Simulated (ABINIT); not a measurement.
## KF (Carobbiite): G0W0 with ABINIT, start to end

Aim: the G0W0 gap of KF (Carobbiite) on PBE, step by step.

Calculated with ABINIT 10.8.3; PBE and many-body steps on it, plane waves.

### Step 1. The starting structure

It takes space group Fm-3m (No. 225, cubic). The conventional cell has a = 5.344 Å, b = 5.344 Å, c = 5.344 Å, α = 90.00°, β = 90.00°, γ = 90.00°. Nearest to K lie 6 F at 2.67 Å. Nearest to F lie 6 K at 2.67 Å. Farther neighbours and most contacts between anions are not listed.

The cell and positions come from the Crystallography Open Database and are kept as given unless a step says otherwise.

### Step 2. Ground state

This step: ABINIT 10.8.3; DFT, PBE, plane waves, norm-conserving pseudopotentials.

The ground-state density comes first.

run.abi reads:

```
acell 3*1.0 Angstrom
rprim 
  0.000000000000 2.671850000000 2.671850000000
  2.671850000000 0.000000000000 2.671850000000
  2.671850000000 2.671850000000 0.000000000000
ntypat 2
znucl 19 9
natom 2
typat 1 2
xred 
  0.000000000000 0.000000000000 0.000000000000
  0.500000000000 0.500000000000 0.500000000000
pp_dirpath "pseudos"
pseudos "K.upf, F.upf"
ecut 36
ngkpt 6 6 6
nshiftk 1
shiftk 0 0 0
kptopt 1
chksymbreak 0
nband 13
occopt 1
tolvrs 1e-10
nstep 60
prtwf 0
optforces 0
optstress 0
indata_prefix "in"
outdata_prefix "out"
tmpdata_prefix "tmp"
```

Started as:

```
$ OMP_NUM_THREADS=1 mpirun -n 8 abinit run.abi > log
```

Numbers of over 12 decimals in the logs are rounded to 6 here.

What it wrote:

```text
.Version 10.8.3 of ABINIT. v10.8.2 released Aug 2026.

 Symmetries : space group Fm -3 m (#225); Bravais cF (face-center cubic)
================================================================================
 Values of the parameters that define the memory need of the present run
     intxc =       0    ionmov =       0      iscf =       7    lmnmax =       6
     lnmax =       6     mgfft =      40  mpssoang =       3    mqgrid =    3001
     natom =       2  nloc_mem =       1    nspden =       1   nspinor =       1
    nsppol =       1      nsym =      48    n1xccc =    2501    ntypat =       2
    occopt =       1   xclevel =       2
-    mband =          13        mffmem =           1         mkmem =           2
       mpw =        2671          nfft =       64000          nkpt =          16
================================================================================
  Rough estimation (10% accuracy) of disk space for files :
================================================================================

--------------------------------------------------------------------------------
------------- Echo of variables that govern the present computation ------------
--------------------------------------------------------------------------------
 -outvars: echo values of preprocessed input variables --------
            acell      1.8897261259E+00  1.8897261259E+00  1.8897261259E+00 Bohr

      chksymbreak           0
             ecut      3.60000000E+01 Hartree
-          fftalg         312

              ixc     -101130
              kpt      0.00000000E+00  0.00000000E+00  0.00000000E+00
                       1.66666667E-01  0.00000000E+00  0.00000000E+00
                       3.33333333E-01  0.00000000E+00  0.00000000E+00
                       5.00000000E-01  0.00000000E+00  0.00000000E+00
                       1.66666667E-01  1.66666667E-01  0.00000000E+00
                       3.33333333E-01  1.66666667E-01  0.00000000E+00
                       5.00000000E-01  1.66666667E-01  0.00000000E+00
                      -3.33333333E-01  1.66666667E-01  0.00000000E+00
                      -1.66666667E-01  1.66666667E-01  0.00000000E+00
   [... 5 further rows ...]
                      -3.33333333E-01  3.33333333E-01  1.66666667E-01
                      -3.33333333E-01  5.00000000E-01  1.66666667E-01
         kptrlatt        6    0    0      0    6    0      0    0    6
          kptrlen      4.28427351E+01
P           mkmem           2
            natom           2
            nband          13
            ngfft          40      40      40
             nkpt          16
            nstep          60
             nsym          48
           ntypat           2
              occ      2.000000  2.000000  2.000000  2.000000  2.000000  2.000000
                       2.000000  2.000000  0.000000  0.000000  0.000000  0.000000
                       0.000000
        optforces           0
        optstress           0
            prtwf           0
            rprim      0.0000000000E+00  2.6718500000E+00  2.6718500000E+00
[...]
spgroup         225

           tolvrs      1.00000000E-10

             xred      0.0000000000E+00  0.0000000000E+00  0.0000000000E+00
[...]
znucl       19.00000    9.00000

================================================================================

 chkinp: Checking input parameters for consistency.

================================================================================
== DATASET  1 ==================================================================
-   mpi_nproc: 8, omp_nthreads: 1 (-1 if OMP is not activated)

--- !DatasetInfo
iteration_state: {dtset: 1, }
dimensions: {natom: 2, nkpt: 16, mband: 13, nsppol: 1, nspinor: 1, nspden: 1, mpw: 2671, }
cutoff_energies: {ecut:  36.0, pawecutdg:  -1.0, }
electrons: {nelect:   1.60000000E+01, charge:   0.00000000E+00, occopt:   1.00000000E+00, tsmear:   1.00000000E-02, }

 Real(R)+Recip(G) space primitive vectors, cartesian coordinates (Bohr,Bohr^-1):
 R(1)=  0.0000000  5.0490647  5.0490647  G(1)= -0.0990282  0.0990282  0.0990282
 R(2)=  5.0490647  0.0000000  5.0490647  G(2)=  0.0990282 -0.0990282  0.0990282
 R(3)=  5.0490647  5.0490647  0.0000000  G(3)=  0.0990282  0.0990282 -0.0990282
 Unit cell volume ucvol=  2.5743217E+02 bohr^3
 Angles (23,13,12)=  6.00000000E+01  6.00000000E+01  6.00000000E+01 degrees

 getcut: wavevector=  0.0000  0.0000  0.0000  ngfft=  40  40  40
         ecut(hartree)=     36.000   => boxcut(ratio)=   2.07404

--- Pseudopotential description ------------------------------------------------
- K Generated using ONCVPSP code by D. R. Hamann
- 19.00000   9.00000  171031                  znucl, zion, pspdat
12 -101130 2 -1 2222                          pspcod,pspxc,lmax,lloc,mmax
     nproj     2     2     2
  pspatm : epsatm=    8.42413758
         --- l  ekb(1:nproj) -->
[...]
pspatm: atomic psp has been read  and splines computed

- F Generated using ONCVPSP code by D. R. Hamann
-  9.00000   7.00000  171031                  znucl, zion, pspdat
12 -101130 2 -1 832                           pspcod,pspxc,lmax,lloc,mmax
     nproj     2     2     1
  pspatm : epsatm=    4.87625608
         --- l  ekb(1:nproj) -->
[...]
1   -3.955629   -1.291931
             2   -2.441503
 pspatm: atomic psp has been read  and splines computed

   2.12806299E+02                                ecore*ucvol(ha*bohr**3)
--------------------------------------------------------------------------------

_setup2: Arith. and geom. avg. npw (full set) are    2654.523    2654.506

================================================================================

--- !BeginCycle
iteration_state: {dtset: 1, }
solver: {iscf: 7, nstep: 60, nline: 4, wfoptalg: 0, }
tolerances: {tolvrs: 1.00E-10, }

     iter   Etot(hartree)      deltaE(h)  residm     vres2
 ETOT  1  -54.723160477857    -5.472E+01 9.812E-02 4.625E+02
 ETOT  2  -54.705304050661     1.786E-02 1.263E-02 4.152E+02
 ETOT  3  -54.817881245879    -1.126E-01 4.307E-03 3.099E+01
 ETOT  4  -54.824069819037    -6.189E-03 1.171E-03 2.599E-01
 ETOT  5  -54.824086050790    -1.623E-05 8.504E-04 4.568E-02
 ETOT  6  -54.824094375111    -8.324E-06 2.017E-04 1.284E-03
 ETOT  7  -54.824094573521    -1.984E-07 3.055E-04 4.416E-05
 ETOT  8  -54.824094576737    -3.216E-09 1.556E-04 4.078E-07
 ETOT  9  -54.824094576816    -7.888E-11 2.475E-04 3.943E-09
 ETOT 10  -54.824094576817    -6.111E-13 1.442E-04 1.549E-10
 ETOT 11  -54.824094576818    -9.663E-13 1.906E-04 6.886E-12

 At SCF step   11       vres2   =  6.89E-12 < tolvrs=  1.00E-10 =>converged.

--- !ResultsGS
iteration_state: {dtset: 1, }
comment   : Summary of ground state results
lattice_vectors:
- [  0.0000000,   5.0490647,   5.0490647, ]
- [  5.0490647,   0.0000000,   5.0490647, ]
- [  5.0490647,   5.0490647,   0.0000000, ]
lattice_lengths: [   7.14046,    7.14046,    7.14046, ]
lattice_angles: [ 60.000,  60.000,  60.000, ] # degrees, (23, 13, 12)
lattice_volume:   2.5743217E+02
convergence: {deltae: -9.663E-13, res2:  6.886E-12, residm:  1.906E-04, diffor:  0.000E+00, }
etotal    :  -5.48240946E+01
entropy   :   0.00000000E+00
fermie    :   4.80427879E-03
cartesian_stress_tensor: null
pressure_GPa: null
xred      :
- [  0.0000E+00,   0.0000E+00,   0.0000E+00,  K]
- [  5.0000E-01,   5.0000E-01,   5.0000E-01,  F]
cartesian_forces: null
force_length_stats: {min: null, max: null, mean: null, }

 Integrated electronic density in atomic spheres:
 ------------------------------------------------
 Atom  Sphere_radius  Integrated_density
    1        2.00000          6.95743103
    2        2.00000          7.01853268
================================================================================

 ----iterations are completed or convergence reached----

 Mean square residual over all n,k,spin=   21.424E-07; max=  19.058E-05
 reduced coordinates (array xred) for    2 atoms
       0.000000000000      0.000000000000      0.000000000000
       0.500000000000      0.500000000000      0.500000000000
 rms dE/dt=  0.0000E+00; max dE/dt=  0.0000E+00; dE/dt below (all hartree)
    1       0.000000000000      0.000000000000      0.000000000000
    2       0.000000000000      0.000000000000      0.000000000000

 cartesian coordinates (angstrom) at end:
    1      0.000000     0.000000     0.000000
    2      2.671850     2.671850     2.671850
 length scales=  1.889726125908  1.889726125908  1.889726125908 bohr
              =  1.000000000000  1.000000000000  1.000000000000 angstroms
 prteigrs : about to open file out_EIG
 Fermi (or HOMO) energy (hartree) =   0.00480   Average Vxc (hartree)=  -0.31205
 Eigenvalues (hartree) for nkpt=  16  k points:
 kpt#   1, nband= 13, wtk=  0.00463, kpt=  0.0000  0.0000  0.0000 (reduced coord)
  -0.95489   -0.67869   -0.33934   -0.33934   -0.33934    0.00480    0.00480    0.00480
   0.23263    0.39781    0.39781    0.39781    0.45762
 prteigrs : prtvol=0 or 1, do not print more k-points.

--- !EnergyTerms
iteration_state     : {dtset: 1, }
comment             : Components of total free energy in Hartree
kinetic             :  2.65240854809370E+01
hartree             :  1.41638401583262E+01
xc                  : -1.20070989498102E+01
Ewald energy        : -3.63106064938669E+01
psp_core            :  8.26649984559312E-01
local_psp           : -4.96625823431144E+01
non_local_psp       :  1.64161758615119E+00
total_energy        : -5.48240945768178E+01
total_energy_eV     : -1.49183961311598E+03
band_energy         : -5.37471876812998E+00

== END DATASET(S) ==============================================================
================================================================================

 -outvars: echo values of variables after computation  --------
           etotal     -5.4824094577E+01
            nband          13
             nkpt          16
          spgroup         225
 [... the other variables as echoed above ...]

 Calculation completed.
```

The job ended after 3.8 s (8 MPI ranks of Intel Xeon 6975P-C (Granite Rapids), shared host; peak memory 0.61 GiB).

This step gave:

* total energy: -1491.8396 eV
* gap: 6.200 eV
* k of the valence top: 0, 0, 0
* k of the conduction bottom: 0, 0, 0
* least direct gap: 6.200 eV

The gap is direct, at Γ.

[end of part 1 of 3]

[Paths, hosts, dates, memory and timing lines, banners, echoed tables and standing remarks are left out of the program output.]

[Logs are printed without paths, hosts, clocks, repeated set-up lines and the standing remarks that a program may print on its own settings, such as how far it seeks lower states.]

[Runs of the session that timed out or met a known fault of the program may be left out.]

[Hosts, paths, dates, database ids (printed as entryN), source tags and the programs' standing remarks are cut or masked in the printed files.]

[G0W0 gaps are taken among the corrected bands and points alone; a level outside them can change the order at an edge.]

[Where Ansatz stands beside ABINIT at settings called matched, ABINIT's density can come from a denser mesh and the files from another edition; pairs whose starting gaps differed by over 0.03 eV were left out, so agreement reads better than it is.]
